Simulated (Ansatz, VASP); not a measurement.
## CdS in VASP and in Ansatz

```xyz
2
Lattice="0.0589 2.9724 2.9724 2.9724 0.0589 2.9724 2.9724 2.9724 0.0589" Properties=species:S:1:pos:R:3 pbc="T T T"
Cd    0.0000    0.0000    0.0000
S     4.5027    4.5027    4.5027
```

Change from the starting cell: equal xy, yz and zx shear strains of +2 %, PAW files.

Alike in both runs: task electric field gradients; functional PBE; k mesh 7 × 7 × 7; occupations fermi-dirac, width 0.02 eV; no spin polarisation.

|  | VASP | Ansatz |
| --- | --- | --- |
| version | VASP 6.6.1 | Ansatz 0.2.0 |
| potentials or method | VASP PAW PBE potentials, release 64 (Cd, S) | PAW with Ansatz's default frozen-core files, scalar-relativistic |
| plane-wave cutoff (eV) | 520 | 420 |
| valence electrons in the cell | 18 | 26 |

Ansatz gave:

- gap on the k mesh at the Fermi level (eV): 1.05
- pressure (GPa): 1.3
- largest component of the traceless stress (GPa): 0.94
- rms of the force components (eV/Å): 0.106
- Vzz of the field gradient on the site that differs most (V/Å²): 19.9

What did VASP give for the same quantities?

gap on the k mesh at the Fermi level (eV): 1.06; pressure (GPa): 1.6; largest component of the traceless stress (GPa): 0.96; rms of the force components (eV/Å): 0.111; Vzz of the field gradient on the site that differs most (V/Å²): 21.8.

Atom by atom the forces differ by 0.005 eV/Å (rms over components). The two sets of potentials don't hold the same shells in valence. Ansatz warned: «gradients_without_spin_orbit».
